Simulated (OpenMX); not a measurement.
Runs of OpenMX 3.8.5 on AlN. It takes space group F-43m (No. 216, cubic). Conventional cell: a = 4.481 Å, b = 4.481 Å, c = 4.481 Å, α = 90.00°, β = 90.00°, γ = 90.00°. Al (site symmetry -43m) is surrounded by 4 N at 1.94 Å. N (site symmetry -43m) has 4 Al at 1.94 Å as nearest neighbours. Measurements of this composition are mostly on another form, of space group No. 186.

```tsv
task	level	potentials or basis	cell	k mesh	max SCF cycles	grid points, held for all volumes	gap on the mesh (eV)	pressure (GPa)	V0 of scaled cells (Å³/atom)	B0 (GPa)
band structure	PBE	OpenMX 2013 PBE set, Al7.0-s2p2d1, N6.0-s2p2d1, grid cutoff 400 Ry	F-43m, 11.25 Å³/atom	7 × 7 × 7	100	-	(a)	-10.0	-	-
band structure	PBE	OpenMX 2013 PBE set, Al7.0-s2p2d1, N6.0-s2p2d1, grid cutoff 400 Ry	F-43m, 9.58 Å³/atom	7 × 7 × 7	100	-	-	24.9	-	-
band structure	LDA	OpenMX 2013 LDA set, Al7.0-s2p2d1, N6.0-s2p2d1, grid cutoff 400 Ry	F-43m, 10.42 Å³/atom	11 × 11 × 11	100	-	(c)	-4.0	-	-
equation of state	PBE	OpenMX 2013 PBE set, Al7.0-s2p1d1, N6.0-s2p2, fixed grid of 30 × 30 × 30 points	F-43m, 10.42 Å³/atom	11 × 11 × 11	-	30 × 30 × 30	-	-	10.71	184
band structure	PBE	OpenMX 2013 PBE set, Al7.0-s2p1d1, N6.0-s2p2, grid cutoff 400 Ry	F-43m, 10.42 Å³/atom	11 × 11 × 11	100	-	(d)	5.4	-	-
band structure	PBE	OpenMX 2013 PBE set, Al7.0-s2p2d1, N6.0-s2p2d1, grid cutoff 400 Ry	F-43m, 9.17 Å³/atom	7 × 7 × 7	100	-	-	38.9	-	-
band structure	PBE	OpenMX 2013 PBE set, Al7.0-s2p2d1, N6.0-s2p2d1, grid cutoff 400 Ry	F-43m, 10.0 Å³/atom	7 × 7 × 7	100	-	-	13.5	-	-
equation of state	LDA	OpenMX 2013 LDA set, Al7.0-s2p2d1, N6.0-s2p2d1, fixed grid of 30 × 30 × 30 points	F-43m, 10.42 Å³/atom	11 × 11 × 11	-	30 × 30 × 30	-	-	10.21	(b)
```

Alike in all rows: no spin polarisation; smearing fermi-dirac 0.05 eV.

Question: Fill in the values left out.

Answer: (a) 3.52; (b) 213; (c) 3.30; (d) 3.43.

Caveats: the basis of atomic orbitals isn't converged, which shifts pressures, moduli and gaps; the mesh misses the band edges, which the band path finds closer together (some runs); volumes in these bases differ from converged ones by about 1 %, for some elements by several (some runs).
